**Question: Why does hexagonal nickel become more magnetic when I stretch it?**

I have density-functional results for hexagonal close-packed nickel at seven volumes. The cell moment is the net spin moment of a cell with two atoms.

FLEUR MaX-R8.1 (later development tree), all-electron LAPW DFT with PBEsol, for hexagonal close-packed Ni scaled uniformly to each volume. Collinear spins from a ferromagnetic start, no spin–orbit coupling, 12 × 12 × 7 k mesh, Fermi–Dirac smearing of 0.05 eV, muffin-tin radius 1.97 bohr. The moment is for the whole two-atom cell.

```tsv
volume (Å³/atom)	c/a	shortest distance (Å)	cell moment (μB)
8.455	1.6638	2.273	1.030
8.983	1.6637	2.319	1.100
9.512	1.6638	2.364	1.180
10.040	1.6637	2.407	1.250
10.569	1.6637	2.448	1.310
11.097	1.6637	2.488	1.350
11.626	1.6638	2.527	1.370
```

From the first row to the last, the volume grows by 37.5 % and the moment by 33 %. That looks like a constant density of magnetisation: more space, more moment. A colleague says instead that stretching moves electrons out of the d shell and so opens magnetic holes. A third suggestion is that the d bands get narrower. Can these numbers tell the three apart?

**Answer**

They rule out the first idea. The other two both survive: taken at face value, the numbers give each a part of the work, but they can't fix the shares.

Start with constant density. If it held, each per cent of volume would add one per cent of moment all along the series. Between the first two rows it adds about 1.1 %, but between the last two only about 0.5 % (steps here and below use the moments before rounding). The end points agree so well because a fast rise at small volume and a slow one at large volume nearly average out.

Where the moment sits settles the matter. The calculation divides the cell into spheres of fixed size around the nuclei and the space between them, so all the added volume lies between the spheres. The moment there is small and points the opposite way, and it becomes more negative as the cell grows. Inside one sphere the moment rises by 0.19 μB over the series, slightly more than the 0.17 μB per atom gained by the cell as a whole. The gain therefore arises close to the atoms, in a volume that never changed.

Your colleague's idea is sound physics. Compression raises the broad s and p states relative to the d states and pushes electrons into the d shell; expansion lets them return. If the d states of the majority spin are full, every d electron that leaves has minority spin and adds 1 μB to the moment of the d shell. The d charge inside a sphere does fall on expansion, but by only 0.09 electrons, less than half the rise of the sphere's moment. A fixed sphere is a poor counter of d electrons, because charge also shifts across its surface: the s and p charge inside falls too, by 0.21 electrons. The true transfer may therefore be larger or smaller. Taken at face value, the count lets transfer cover at most a little under half of the rise, and the rest needs d electrons that switch from minority to majority states.

Such a switch is decided by a competition between bandwidth and exchange. Neighbouring d orbitals overlap and spread their levels into a band. To raise the moment with the number of d electrons unchanged, some of them must move from minority states into empty majority states higher up in the band, which costs energy; exchange between parallel spins gives energy back, and the moment grows until a further switch no longer pays. Stretching weakens the overlap, narrows the band and lowers the cost, while the exchange, which is largely a property of the atom, changes little. Overlap also dies off steeply with distance, so each further stretch removes less bandwidth than the one before. The moment should therefore rise and level off, as it does. The shape alone doesn't exclude transfer, though: the d charge in a sphere also falls by ever smaller steps, from 0.027 electrons at first to 0.005 at the end.

A short model shows how well narrowing alone could account for the curve. The coupling between d orbitals falls roughly as the fifth power of distance, and here all distances scale together. With $V$ the volume per atom and $W_0$ the bandwidth at $V_0 = 10.040$ Å³, this gives

$$\frac{W}{W_0}=\left(\frac{V}{V_0}\right)^{-5/3},\qquad M\approx a-b\,\frac{W}{W_0}.$$

The second relation is the simplest form for a cell moment $M$ that depends on bandwidth alone. A least-squares fit to all seven rows gives $a = 1.893$ and $b = 0.649$ μB, which serve only to describe this range. For the largest volume, $W/W_0 = (11.626/10.040)^{-5/3} = 0.783$, so $M = 1.893 - 0.649 \times 0.783 = 1.385$ μB, against 1.37 in the table. That row was part of the fit and is its worst. A straight line in volume, also with two constants, has a typical error nearly three times as large.

The model misses the shape at both ends. It makes the first step the largest, at 0.083 μB, where the calculation gives 0.071 and then a larger step of 0.081. Convergence with the k mesh was not tested, so I would not read physics into that detail. At large volume the model levels off too gently: it gives 0.041 μB for the last step, where the calculation gives 0.029. Extra flattening is expected if the majority d band runs out of empty states, and nickel near its normal volume is usually described as close to that limit. Narrowing would then have little left to do, and any further rise would have to come mostly from d electrons that leave for s and p states. The sphere counts show no sign of such a takeover: at face value, the fall in d charge covers at most 30 % of the rise in the sphere's moment in the last step, against 68 % in the first. Since the spheres count d electrons poorly, it would take bands resolved by spin and orbital to show whether and where the limit sets in.

Another clue is compatible with narrowing but weak. The electronic entropy implies that the density of states at the Fermi level grows by a factor of 1.35. Pure d-band narrowing would give 1.70 and free electrons 1.24, and the magnetisation itself alters the value. Nonmagnetic calculations at the same volumes would be a cleaner test, since they show the band before exchange splits it.

For practical use, near 10.57 Å³, the lowest-energy row, a 1 % change in volume changes the moment by roughly 0.6 to 0.8 %. This holds for uniform scaling of the hexagonal form. Ordinary nickel is face-centred cubic, and a strained film also changes shape, so there the figure is only a first guess.
